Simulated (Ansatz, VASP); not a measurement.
Rh: VASP beside Ansatz

```
CELL_PARAMETERS angstrom
3.03437 0.00000 0.00000
-1.51719 2.62784 0.00000
0.00000 0.00000 4.96063
ATOMIC_POSITIONS crystal
Rh 0.33333 0.66667 0.25000
Rh 0.66667 0.33333 0.75000
```

Alike in both runs: task single point; functional PBE; k mesh 6 × 6 × 4; occupations gaussian, width 0.1 eV; no spin polarisation.

|  | VASP | Ansatz |
| --- | --- | --- |
| version | VASP 6.6.1 | Ansatz 0.2.0 |
| potentials or method | VASP PAW PBE potentials, release 64 (Rh_pv) | scalar-relativistic, plane waves, PAW |
| plane-wave cutoff (eV) | 520 | 420 |
| valence electrons in the cell | 30 | 34 |

|  | VASP | Ansatz | Ansatz less VASP |
| --- | --- | --- | --- |
| gap on the k mesh at the Fermi level (eV) | none | none | - |
| pressure (GPa) | -34.9 | -34.9 | -0.02 |
| largest component of the traceless stress (GPa) | 2.26 | 2.28 | +0.014 |

A gap of «none» marks a metal or a gap that the smearing closes. The two sets of potentials don't hold the same shells in valence.

Caveats: the k mesh is coarse (spacing up to 0.40 Å⁻¹), so the values aren't converged; the cell as given lies far from equilibrium; so large a pressure means that the cell lies far from this level's equilibrium, or that cutoff or potentials fall short (VASP).
